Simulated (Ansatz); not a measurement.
The calculation used DFT PBE, scalar-relativistic, plane waves, PAW (Ansatz 0.2.0). Settings: cutoff 420 eV, Γ-centred meshes spaced at most about 0.3 Å⁻¹, and about 0.25 Å⁻¹ or finer for metals (2π included), Gaussian smearing. No spin polarisation in the final relaxations.

Each of these unrelaxed guesses is relaxed in cell and atoms within its symmetry. A guess keeps its type if space group and coordination stay and the shape of the cell changes little (axis ratios within about 15 %, angles within 6°); the volume may change.

1. ZnSnN2

```
Zn Sn N
1.0
     4.05232    0.00000    0.00000
    -2.02616    3.50942    0.00000
     0.00000    0.00000    4.79445
Zn Sn N
1 1 2
Direct
  0.00000 0.00000 0.00000
  0.66667 0.33333 0.00000
  0.00000 0.00000 0.63770
  0.00000 0.00000 0.36230
```

2. Cd4InO

```
Cd In O
1.0
     0.00000    4.13487    4.13487
     4.13487    0.00000    4.13487
     4.13487    4.13487    0.00000
Cd In O
4 1 1
Direct
  0.21014 0.59662 0.59662
  0.59662 0.59662 0.59662
  0.59662 0.21014 0.59662
  0.59662 0.59662 0.21014
  0.00000 0.00000 0.00000
  0.50000 0.50000 0.50000
```

Q: Which keep their type?

A: Guess 2 keeps its type.

```tsv
guess	kept	start group	end group	V start (Å³/atom)	V end	b/a and c/a, end over start	nearest neighbours start	nearest neighbours end
1	no	P-6m2	P-6m2	17.0	44.6	1.00, 1.86	N 1, Sn 3, Zn 2	N 1, Sn 3, Zn 3
2	yes	F-43m	F-43m	23.6	31.3	1.00, 1.00	Cd 1, In 12, O 4	Cd 1, In 12, O 4
```

Neighbours count within 15 % of an atom's shortest distance; end groups are read at 0.02 Å (0.05 Å in metals).

No dispersion correction is applied, so the spacing and binding between layers, chains or molecules are poorly described (ZnSnN2 P-6m2). Cells relaxed within their symmetry can be saddle points.
